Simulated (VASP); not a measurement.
## CuI under changes of volume

One of the cells (27.949 Å³/atom); the others are scaled copies at fixed shape and fractional positions:

```xyz
4
Lattice="4.1173 0.0000 0.0000 0.0000 4.1173 0.0000 0.0000 0.0000 6.5948" Properties=species:S:1:pos:R:3 pbc="T T T"
I     0.0000    2.0586    4.9002
I     2.0586    0.0000    1.6946
Cu    0.0000    0.0000    0.0000
Cu    2.0586    2.0586    0.0000
```

Measurements of this composition are mostly on another form, of space group No. 216.

| Item | Value |
| --- | --- |
| Program | VASP 6.6.1 |
| Functional | PBEsol |
| Potentials or basis | VASP PAW PBE potentials, release 64 (I, Cu) |
| Cutoff | 520 eV |
| k mesh | 7 × 7 × 4 |
| Occupations | fermi-dirac, width 0.05 eV |
| Spin | no spin polarisation |

| volume (Å³/atom) | energy over the lowest point (meV/atom) | pressure (GPa) | gap on the mesh (eV) | largest force (eV/Å) |
| --- | --- | --- | --- | --- |
| 25.757 | ? | ? | ? | ? |
| 26.305 | 0.00 | 0.3 | 1.57 | 0.159 |
| 26.853 | 0.53 | -0.7 | 1.54 | 0.036 |
| 27.949 | 10.85 | -2.4 | 1.47 | 0.376 |
| 28.497 | 19.93 | -3.0 | 1.44 | 0.523 |
| 29.045 | 31.20 | -3.6 | 1.41 | 0.660 |

Q: What does the run at 25.757 Å³/atom give?

A: Energy over the lowest point 3.13 meV/atom; pressure 1.5 GPa; gap on the mesh 1.61 eV; largest force 0.375 eV/Å.

Worked out: A Birch-Murnaghan fit of order 3 (a polynomial in V^(-2/3)) to the other rows has its minimum at 26.49 Å³/atom with B0 = V·E''(V) = 49 GPa and B' = 5.1 at fixed shape and positions, which overstates the stiffness. It gives 3.12 meV/atom at 25.757 Å³/atom, against the run's 3.13, and -dE/dV = 1.5 GPa, against 1.5. A straight line through the other rows of the gap, of slope -1.64 eV per unit of ln V (its deformation potential), extrapolates to 1.61 eV, against the run's 1.61.

Energies are extrapolated to zero smearing.

Caveats: the PAW data sets were made with another functional, which shifts forces and pressure a little; spin-orbit coupling is left out, which moves the levels of the heavy elements; this functional lacks dispersion, which binds the layers, so the pressure and a relaxed spacing across them are unreliable.
